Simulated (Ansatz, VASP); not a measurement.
One calculation of Cd, two programs

```xyz
2
Lattice="2.9986 0.0000 0.0000 -1.4993 2.5969 0.0000 0.0000 0.0000 5.6549" Properties=species:S:1:pos:R:3 pbc="T T T"
Cd    1.4993    0.8656    4.2411
Cd    0.0000    1.7312    1.4137
```

Change from the starting cell: volume scaled by 1.02.

Alike in both runs: task single point; functional PBE; k mesh 10 × 10 × 5; occupations fermi-dirac, width 0.05 eV; no spin polarisation.

|  | VASP | Ansatz |
| --- | --- | --- |
| version | VASP 6.6.1 | Ansatz 0.2.0 |
| potentials or method | VASP PAW PBE potentials, release 64 (Cd), cutoff 520 eV | all-electron LAPW, scalar-relativistic |

|  | VASP | Ansatz | Ansatz less VASP |
| --- | --- | --- | --- |
| gap on the k mesh at the Fermi level (eV) | none | none | - |
| pressure (GPa) | 2.0 | 1.7 | -0.31 |
| largest component of the traceless stress (GPa) | 0.97 | 0.84 | -0.128 |

A gap of «none» marks a metal or a gap that the smearing closes. Ansatz ran all-electron here, so the differences hold the error of VASP's frozen core and of both bases.
